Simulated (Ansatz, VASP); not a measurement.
Two plane-wave programs on CdF2

The input INCAR:

```
SYSTEM = CdF2
ALGO = Normal
EDIFF = 1E-6
ENCUT = 520
GGA = PS
ISIF = 2
ISMEAR = 0
LASPH = .True.
LCHARG = .False.
LREAL = .False.
LWAVE = .False.
NBANDS = 20
NELM = 60
PREC = Accurate
SIGMA = 0.05
```

File KPOINTS:

```
k-points
0
Gamma
  8 8 8
  0 0 0
```

POSCAR

```
CdF2
1.0
    0.0000000000      2.6131800000      2.6940000000
    2.7748200000      0.0000000000      2.6940000000
    2.7748200000      2.6131800000      0.0000000000
Cd F
1 2
Direct
    0.0000000000      0.0000000000      0.0000000000
    0.2500000000      0.2500000000      0.2500000000
    0.7500000000      0.7500000000      0.7500000000
```

Input for Ansatz:

```yaml
crystal:
  lattice:
    - [0.0, 2.61318, 2.694]
    - [2.77482, 0.0, 2.694]
    - [2.77482, 2.61318, 0.0]
  atoms:
    - { symbol: Cd, position: [0.0, 0.0, 0.0] }
    - { symbol: F, position: [0.25, 0.25, 0.25] }
    - { symbol: F, position: [0.75, 0.75, 0.75] }
basis:
  ecutwfc: 420
kpoints:
  mp_grid: { grid: [8, 8, 8] }
hamiltonian:
  xc: pbesol
scf:
  occupations: { method: gaussian, width: 0.05 }
output:
  forces: true
  stress: true
  eigenvalues: true
```

Change from the starting cell: strain +0.0300 x Voigt [1, -1, 0, 0, 0, 0], atoms carried along.

Alike in both runs: task single point; functional PBEsol; k mesh 8 × 8 × 8; occupations gaussian, width 0.05 eV; no spin polarisation.

|  | VASP | Ansatz |
| --- | --- | --- |
| version | VASP 6.6.1 | Ansatz 0.2.0 |
| potentials or method | VASP PAW PBE potentials, release 64 (Cd, F) | scalar-relativistic, plane waves, PAW |
| plane-wave cutoff (eV) | 520 | 420 |
| valence electrons in the cell | 26 | 34 |

VASP gave:

```
gap on the k mesh at the Fermi level (eV)       : 2.82
least direct gap on the mesh (eV)               : 3.29
pressure (GPa)                                  : 0.6
largest component of the traceless stress (GPa) : 3.34
```

Estimate Ansatz's values.

gap on the k mesh at the Fermi level (eV): 2.85; least direct gap on the mesh (eV): 3.32; pressure (GPa): -0.2; largest component of the traceless stress (GPa): 3.40.

The functional is the same, so the differences come from potentials, cutoffs and numerics. The two sets of potentials don't hold the same shells in valence.

Caveats: the PAW data sets were made with another functional, which shifts forces and pressure a little (VASP). A k mesh can miss the band edges.
